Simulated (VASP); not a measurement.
# Si (Fd-3m) in VASP: a series of runs, part 2 of 2

VASP 6.6.1. The steps go on from the part before.

### Step 3. Single point, PBE

Contents of INCAR:

```
SYSTEM = Si
PREC = Accurate ; ENCUT = 700
EDIFF = 1E-7 ; ISMEAR = 0
SIGMA = 0.02 ; LREAL = .FALSE.
LASPH = .TRUE. ; NELM = 60
ALGO = Normal ; ISIF = 2
LWAVE = .FALSE. ; LCHARG = .FALSE.
GGA = PE ; NBANDS = 11
```

Contents of KPOINTS:

```
regular mesh
0
G
  8 8 8
  0 0 0
```

Contents of POSCAR:

```
Si
1.0
    0.0000000000      2.7135600000      2.7135600000
    2.7135600000      0.0000000000      2.7135600000
    2.7135600000      2.7135600000      0.0000000000
Si
2
Direct
    0.7500000000      0.7500000000      0.7500000000
    0.5000000000      0.5000000000      0.5000000000
```

Potentials or basis: VASP PAW PBE potentials, release 64 (Si).

Run with:

```
cat potpaw_PBE.64/Si/POTCAR > POTCAR
mpirun -np 1 vasp_std > vasp.out
```

OUTCAR:

```text
SYSTEM = Si
   PREC = Accurate
   ENCUT = 700
   EDIFF = 1E-7
   ISMEAR = 0
   LREAL = .FALSE.
   LASPH = .TRUE.
   NELM = 60
   ISIF = 2
   GGA = PE

 ion  position               nearest neighbor table
   1  0.750  0.750  0.750-   2 2.35   2 2.35   2 2.35   2 2.35
   2  0.500  0.500  0.500-   1 2.35   1 2.35   1 2.35   1 2.35

  LATTYP: Found a face centered cubic cell.
 ALAT       =     5.4271200000

  Lattice vectors:

 A1 = (   0.0000000000,   2.7135600000,   2.7135600000)
 A2 = (   2.7135600000,   0.0000000000,   2.7135600000)
 A3 = (   2.7135600000,   2.7135600000,   0.0000000000)

Analysis of symmetry for initial positions (statically):
=====================================================================
 Subroutine PRICEL returns:
 Original cell was already a primitive cell.

 Routine SETGRP: Setting up the symmetry group for a
 face centered cubic supercell.

 Subroutine GETGRP returns: Found 48 space group operations
 (whereof 24 operations were pure point group operations)
 out of a pool of 48 trial point group operations.

The static configuration has the point symmetry T_d .
 The point group associated with its full space group is O_h .

Analysis of symmetry for dynamics (positions and initial velocities):
[... 167 lines left out ...]
 Fermi energy:         5.9866976361

 k-point     1 :       0.0000    0.0000    0.0000
  band No.  band energies     occupation
      1      -6.1238      2.00000
      2       5.8474      2.00000
      3       5.8474      2.00000
      4       5.8474      2.00000
      5       8.4133      0.00000
      6       8.4133      0.00000
      7       8.4133      0.00000
      8       9.2443      0.00000
      9      13.5677      0.00000
     10      13.5677      0.00000
     11      13.8153      0.00000
[... 309 lines left out ...]
 k-point    24 :      -0.3750    0.2500    0.1250
  band No.  band energies     occupation
      1      -3.2478      2.00000
      2      -0.9427      2.00000
      3       2.3950      2.00000
      4       3.6865      2.00000
      5       8.9205      0.00000
      6       8.9779      0.00000
      7      11.7652      0.00000
      8      12.9693      0.00000
      9      13.2541      0.00000
     10      16.4367      0.00000
     11      17.5626      0.00000

 [... further k-points ...]
[... 5 lines left out ...]
  --------------------------------------------------------------------------------------
  -------------------------------------------------------------------------------------
  Total        0.5373203      0.5373203      0.5373203     -0.0000000      0.0000000     -0.0000000
  in kB       21.5424724     21.5424724     21.5424724     -0.0000000      0.0000000     -0.0000000
  external PRESSURE =      21.5424724 kB  Pullay stress =       0.0000000 kB

 VOLUME and BASIS-vectors are now :
 -----------------------------------------------------------------------------
  energy-cutoff  :      700.00
  volume of cell :       39.96
      direct lattice vectors                 reciprocal lattice vectors
     0.000000000  2.713560000  2.713560000    -0.184259792  0.184259792  0.184259792
     2.713560000  0.000000000  2.713560000     0.184259792 -0.184259792  0.184259792
     2.713560000  2.713560000  0.000000000     0.184259792  0.184259792 -0.184259792

 POSITION                                       TOTAL-FORCE (eV/Angst)
 -----------------------------------------------------------------------------------
      4.07034      4.07034      4.07034         0.000000      0.000000      0.000000
      2.71356      2.71356      2.71356        -0.000000     -0.000000     -0.000000
 -----------------------------------------------------------------------------------
    total drift:                                0.000000      0.000000      0.000000

  FREE ENERGIE OF THE ION-ELECTRON SYSTEM (eV)
  ---------------------------------------------------
  free  energy   TOTEN  =       -10.8401683901 eV

  energy  without entropy=      -10.8401683901  energy(sigma->0) =      -10.84016839
```

OSZICAR:

```text
N       E                     dE             d eps       ncg     rms          rms(c)
DAV:   1     0.116479279826E+02    0.11648E+02   -0.39940E+03   638   0.747E+02
DAV:   2    -0.102928457779E+02   -0.21941E+02   -0.21160E+02   823   0.977E+01
DAV:   3    -0.110165545796E+02   -0.72371E+00   -0.72034E+00   813   0.157E+01
DAV:   4    -0.110221842597E+02   -0.56297E-02   -0.56286E-02   762   0.160E+00
DAV:   5    -0.110222396213E+02   -0.55362E-04   -0.55361E-04   787   0.163E-01    0.489E+00
DAV:   6    -0.108961185119E+02    0.12612E+00   -0.72237E-02   728   0.111E+00    0.298E+00
DAV:   7    -0.108386714942E+02    0.57447E-01   -0.13865E-01   710   0.165E+00    0.186E-01
DAV:   8    -0.108399391255E+02   -0.12676E-02   -0.60305E-03   731   0.422E-01    0.811E-02
DAV:   9    -0.108401425427E+02   -0.20342E-03   -0.19381E-04   775   0.862E-02    0.596E-02
DAV:  10    -0.108401676931E+02   -0.25150E-04   -0.21719E-05   758   0.272E-02    0.579E-03
DAV:  11    -0.108401682196E+02   -0.52649E-06   -0.20314E-06   764   0.747E-03    0.324E-03
DAV:  12    -0.108401683416E+02   -0.12201E-06   -0.44340E-07   710   0.422E-03    0.211E-03
DAV:  13    -0.108401683901E+02   -0.48479E-07   -0.45341E-09   448   0.466E-04
   1 F= -.10840168E+02 E0= -.10840168E+02  d E =-.563847E-25
```

stdout:

```text
POSCAR found type information on POSCAR Si
 POSCAR found :  1 types and       2 ions
 scaLAPACK will be used
 LDA part: xc-table for (Slater+PW92), standard interpolation
 POSCAR, INCAR and KPOINTS ok, starting setup
 FFT: planning ... GRIDC
 FFT: planning ... GRID_SOFT
 FFT: planning ... GRID
 WAVECAR not read
 entering main loop
```

Run time: 20 s. Hardware: 1 thread of Intel Xeon Platinum 8375C at 2.90GHz (Ice Lake), shared host; peak memory 0.18 GiB.

What came out:

```yaml
Free_energy: -10.8402 eV
Pressure: 2.2 GPa
Band_gap_on_the_k_mesh: 0.61 eV, indirect (least direct gap 2.57 eV)
```

Levels at points of the mesh, in eV from the valence-band top:
```
           k point  band 2  band 3  band 4  band 5  band 6  band 7
(0.00, 0.00, 0.00)    0.00    0.00    0.00    2.57    2.57    2.57
(0.50, 0.00, 0.00)   -6.98   -1.20   -1.20    1.55    3.34    3.34
(0.50, 0.50, 0.00)   -7.82   -2.85   -2.85    0.71    0.71   10.13
```

A k mesh can miss the band edges. PBE gaps usually lie below the measured ones, often by a third to a half.
